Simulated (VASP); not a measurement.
## ZrO: single point with PBE

ZrO:

```
CELL_PARAMETERS angstrom
3.19873 0.00000 0.00000
0.00000 3.19873 0.00000
0.00000 0.00000 5.98575
ATOMIC_POSITIONS crystal
Zr 0.50000 0.50000 0.25000
Zr 0.50000 0.50000 0.75000
O 0.00000 0.50000 0.00000
O 0.50000 0.00000 0.50000
```

The cell was built by a generator and needn't be a form met in nature.

The cell isn't the ideal one: ordered vacancies on the cation sites of antifluorite (P4_2/mmc, No. 131).

- Program: VASP 6.6.1
- Task: single point
- Functional: PBE
- Potentials or basis: VASP PAW PBE potentials, release 64 (Zr_sv, O)
- Cutoff: 520 eV
- k mesh: 14 × 14 × 8
- Occupations: gaussian, width 0.1 eV
- Spin: no spin polarisation
- Dipole correction: no
- Further INCAR settings: ALGO = Fast; EDIFF = 1e-07; NBANDS = 26

| Item | Value |
| --- | --- |
| Pressure | 0.2 GPa |
| Band gap on the k mesh | none (metal or under the smearing width) |

Stress tensor (GPa, compression positive):
```
0.11 0.00 0.00
0.00 0.11 0.00
0.00 0.00 0.31
```

Levels at points of the mesh, in eV from the Fermi level:
```tsv
k point	band 15	band 16	band 17	band 18	band 19	band 20	band 21	band 22
(0.00, 0.00, 0.00)	-4.50	-4.50	-2.91	-1.95	-0.93	0.89	1.87	3.04
(0.50, 0.00, 0.00)	-6.28	-4.76	-1.42	1.21	1.29	1.60	1.94	2.06
(0.50, 0.50, 0.00)	-5.47	-5.36	-1.72	-0.72	-0.72	1.28	2.57	3.76
(0.00, 0.00, 0.50)	-4.77	-4.77	-1.70	-1.70	-0.17	-0.17	2.26	2.26
(0.50, 0.00, 0.50)	-5.90	-4.75	-0.97	0.91	1.19	1.62	1.91	2.00
(0.50, 0.50, 0.50)	-6.23	-6.23	-0.22	-0.22	-0.09	-0.09	2.95	2.95
```

It took 4.2 min on 1 thread of Intel(R) Xeon(R) Platinum 8488C (Sapphire Rapids), on a shared host, peak memory 0.34 GiB.
